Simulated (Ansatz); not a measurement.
## Sn under changes of volume

One of the cells (27.205 Å³/atom); the others are scaled copies at fixed shape and fractional positions:

```
Sn
1.0
    -1.89465    1.89465    1.89465
     1.89465   -1.89465    1.89465
     1.89465    1.89465   -1.89465
Sn
1
Direct
  0.00000 0.00000 0.00000
```

This isn't the form of Sn at room conditions, which is tetragonal (white tin).

```yaml
Program: Ansatz 0.2.0
Functional: PBE
Potentials_or_basis: Ansatz PAW
Cutoff: "420 eV (not typed: the program's choice for these potentials)"
k_mesh: 10 × 10 × 10
Occupations: fermi-dirac, width 0.05 eV
Spin: no spin polarisation
```

```tsv
volume (Å³/atom)	energy over the lowest point (meV/atom)	pressure (GPa)
25.573	?	?
26.117	11.38	2.7
26.661	4.18	1.6
27.205	0.52	0.6
27.749	0.00	-0.2
28.293	2.29	-1.0
28.837	7.16	-1.7
```

Task: What does the run at 25.573 Å³/atom give?

Result: Energy over the lowest point 22.57 meV/atom; pressure 4.0 GPa.

Worked out: A Birch-Murnaghan fit of order 3 (a polynomial in V^(-2/3)) to the other rows has its minimum at 27.57 Å³/atom with B0 = V·E''(V) = 44 GPa and B' = 4.4. It gives 22.48 meV/atom at 25.573 Å³/atom, against the run's 22.57, and -dE/dV = 3.9 GPa, against 4.0.

Energies are extrapolated to zero smearing.
